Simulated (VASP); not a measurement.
# From one sheet to two: 2H-MoS2 monolayer, part 2 of 2

What are the lattice, gap and band positions of 2H-MoS2 monolayer, and what does a second sheet change?

VASP 6.6.1, plane waves and PAW; the level of theory is named at each step.

So far, gap on the k-mesh (eV): step 2 (relaxing the monolayer) 1.80; step 8 (a rigid stacking) 1.19; step 13 (relaxing the bilayer) 1.36.

### 14. Levels and bands of the bilayer

The same static run as for one sheet shows what the neighbour does to the levels.

INCAR

```
SYSTEM = MoS2
PREC = Normal
ENCUT = 350
EDIFF = 1E-06
NELM = 120
ISMEAR = 0
SIGMA = 0.03
LREAL = .FALSE.
ALGO = Normal
METAGGA = R2SCAN
LUSE_VDW = .TRUE.
IVDW_NL = 2
BPARAM = 11.95
CPARAM = 0.0093
LASPH = .TRUE.
NBANDS = 24
LORBIT = 11
LWAVE = .FALSE.
LCHARG = .FALSE.
KPAR = 4
IDIPOL = 3
LDIPOL = .TRUE.
DIPOL = 0.5 0.5 0.5
LVHAR = .TRUE.
LVACPOTAV = .TRUE.
NEDOS = 1500
```

POSCAR

```
MoS2
1.0
    3.1738069310      0.0000000000      0.0000000000
   -1.5869034655      2.7485974289      0.0000000000
    0.0000000000      0.0000000000     26.3345862128
Mo S
2 4
Direct
    0.3333333300      0.6666666700      0.3813910067
    0.6666666700      0.3333333300      0.6186089933
    0.6666666700      0.3333333300      0.3221852069
    0.6666666700      0.3333333300      0.4406273109
    0.3333333300      0.6666666700      0.5593726891
    0.3333333300      0.6666666700      0.6778147931
```

KPOINTS

```
Automatic mesh
0
Gamma
12 12 1
0 0 0
```

KPOINTS_OPT

```
Line mode
14
Line-mode
Reciprocal
  0.00000000   0.00000000   0.00000000 GAMMA
  0.50000000   0.00000000   0.00000000 M

  0.50000000   0.00000000   0.00000000 M
  0.33333333   0.33333333   0.00000000 K

  0.33333333   0.33333333   0.00000000 K
  0.00000000   0.00000000   0.00000000 GAMMA
```

The projector-augmented-wave data sets are Mo and S (PBE family, release 64).

Launch:

```
mpirun -np 4 vasp_std
```

Wall time 2.8 min (4 MPI ranks of AMD EPYC 7R43, shared host); peak memory 1.2 GiB; 11 min of CPU time.

Numbers from this step:

```yaml
electronic_cycles: 25
fermi_energy: -0.408 eV
least_gap_on_mesh_and_path: 1.358 eV
least_direct_gap_on_mesh_and_path: 1.778 eV
vacuum_levels: 5.208, 5.208 eV
ionisation_potentials_of_the_upper_and_lower_face: 5.738, 5.738 eV
electron_affinities_of_the_upper_and_lower_face: 4.379, 4.379 eV
```

The electronic bands at the labelled points (eV, zero at the valence-band top; v1 is the highest filled band, c1 the lowest empty one):

```tsv
point	v4	v3	v2	v1	c1	c2	c3	c4
Γ	-2.02	-1.81	-0.62	0.00	2.54	2.54	2.56	2.56
0.54 of the way	-2.08	-1.76	-1.31	-1.24	1.76	1.99	2.07	2.13
M	-1.52	-1.44	-1.14	-1.09	1.92	1.95	2.41	2.53
0.54 of the way	-2.57	-2.37	-0.79	-0.71	1.76	1.81	2.76	2.84
K	-2.70	-2.70	-0.49	-0.42	1.36	1.36	2.55	3.03
0.46 of the way	-1.67	-1.60	-1.29	-1.28	1.45	1.83	2.17	2.30
Γ	-2.02	-1.81	-0.62	0.00	2.54	2.54	2.56	2.56
```

Of the projections kept (Mo, S), the largest for each band there; the rest of the weight can lie on other orbitals:

```tsv
point	v4	v3	v2	v1	c1	c2	c3	c4
Γ	Mo 0.64	S 0.83	Mo 0.82	Mo 0.71	Mo 0.50	Mo 0.50	Mo 0.50	Mo 0.50
M	S 0.78	S 0.77	Mo 0.72	Mo 0.75	Mo 0.96	Mo 0.96	Mo 0.92	Mo 0.91
K	S 0.61	S 0.61	Mo 0.86	Mo 0.85	Mo 0.93	Mo 0.93	Mo 0.80	Mo 0.77
Γ	Mo 0.64	S 0.83	Mo 0.82	Mo 0.71	Mo 0.50	Mo 0.50	Mo 0.50	S 0.51
```

Zero at the Fermi level. Table of planar average of the electrostatic potential by height:

```tsv
height (Å)	planar average of the electrostatic potential (eV)
0.0	5.62
0.5	5.62
1.0	5.62
1.5	5.62
2.0	5.62
2.5	5.62
3.0	5.62
3.5	5.62
4.0	5.62
4.5	5.62
5.0	5.62
5.5	5.61
6.0	5.60
6.5	5.52
7.0	5.15
7.5	3.31
8.0	-5.87
8.5	-14.5
9.0	-8.39
9.5	-6.37
10.0	-8.79
10.5	-6.96
11.0	-7.00
11.5	-14.3
12.0	-8.27
12.5	2.61
13.0	4.84
13.5	4.49
14.0	0.387
14.5	-12.0
15.0	-12.6
15.5	-5.53
16.0	-7.99
16.5	-8.37
17.0	-5.49
17.5	-11.3
18.0	-13.3
18.5	-1.40
19.0	4.25
19.5	5.34
20.0	5.56
20.5	5.60
21.0	5.61
21.5	5.62
22.0	5.62
22.5	5.62
23.0	5.62
23.5	5.62
24.0	5.62
24.5	5.62
25.0	5.62
25.5	5.62
26.0	5.62
```

Density of states in the PAW spheres, an atom over height of the layer and energy from the Fermi level.

Ten even steps from '_' (0.00 states/eV) to '@' (1.71 states/eV), each cell a mean:
```
____________
____________
____________
__--____--__
..@@....@@..
::==::::==::
::::::::::::
====----====
--**----**--
..--....--..
..==....==..
==##----##==
::==::::==::
--++----++--
..::....::..
..::....::..
--**::::**--
::==::::==::
____________
____________
____________
____________
```
Columns: height of the layer (Å) from 8.5 to 17.8 (not evenly spaced); rows upwards: energy from the Fermi level (eV) from -7.9 to 0.5.

The map of layer states is cut here 0.5 eV above the Fermi level, so it leaves out the states above that.

The vacuum level lies 5.74 eV above the highest filled level at the upper face; both faces agree, as the slab has next to no dipole.

The program found no field-free point at its default tolerance, but its printed level agrees with the flat part of the planar average.

### 15. Putting the energies together

This step: monolayer and bilayer, r2SCAN + rVV10; plane waves and PAW (VASP 6.6.1).

This step runs nothing: it gathers the runs above.

Numbers from this step:

* polarisability per area of the slab or monolayer: 0.4024 Å
* gap with spin orbit: 1.726 eV
* binding energy: -21.91 meV/Å²
* interlayer gap: 3.127 Å
* bilayer gap: 1.358 eV
* bilayer level below vacuum: 5.738 eV
* lattice a: 3.174 Å
* lattice b: 3.174 Å
* thickness: 3.117 Å
* monolayer gap: 1.801 eV
* ionisation potential at the upper face: 6.177 eV

VASP counts both for electrons: a positive EFIELD is a field along -c, and a positive dipole, in electrons times A, points along -c. Field, by row:

```tsv
EFIELD (eV/Å)	dipole along z of the monolayer (e Å)	energy change of the monolayer (eV)
-0.1	-0.02438	-0.001221
0	0	0
0.1	0.02438	-0.001221
```

Rigid sheets, 3.1 Å apart. Stackings, by row:

```tsv
stacking	energy above the lowest (meV/Å²)
turned by 180 degrees, shift 0.00 0.00	0
same orientation, shift 0.33 0.67	0.2207
turned by 180 degrees, shift 0.67 0.33	1.828
turned by 180 degrees, shift 0.33 0.67	19.43
same orientation, shift 0.00 0.00	21.13
```

The polarisability is the slope of the dipole against the field, as a volume for each unit of area.

### 16. Results

- lattice a: 3.17 Å
- monolayer gap: 1.80 eV
- gap with spin orbit: 1.73 eV
- binding energy: -21.9 meV/Å²
- interlayer gap: 3.13 Å
- bilayer gap: 1.36 eV
- polarisability per area of the slab or monolayer: 0.402 Å

What this shows: The monolayer relaxes to a = 3.174 Å and has a gap of 1.80 eV (1.73 eV with spin-orbit coupling). The ionisation potential is 6.18 eV at both faces. Of 5 rigid stackings the lowest has the upper sheet turned by 180 degrees and shifted by (0.00, 0.00) in cell vectors, and the highest lies 21.1 meV/Å² above it. Relaxed, the sheets lie 3.13 Å apart and bind by 21.9 meV/Å². The next stacking lies close, and only the lowest was relaxed, so the order could change. The second sheet narrows the gap, to 1.36 eV. All runs are without spin polarisation. The bilayer keeps the monolayer's lattice, and only high-symmetry stackings were tried. Semilocal gaps are too small. Levels against the vacuum, binding and the bilayer's gap are without spin-orbit coupling.

[Lines on the potential files, build, host, timing and source positions are cut from VASP's logs without a mark.]

[Logs are printed without paths, hosts, clocks, repeated set-up lines and the standing remarks that a program may print on its own settings, such as how far it seeks lower states.]

[Hosts, paths, dates, database ids (printed as entryN), source tags and the programs' standing remarks are cut or masked in the printed files.]

[Runs that stopped without an error message from VASP are left out.]
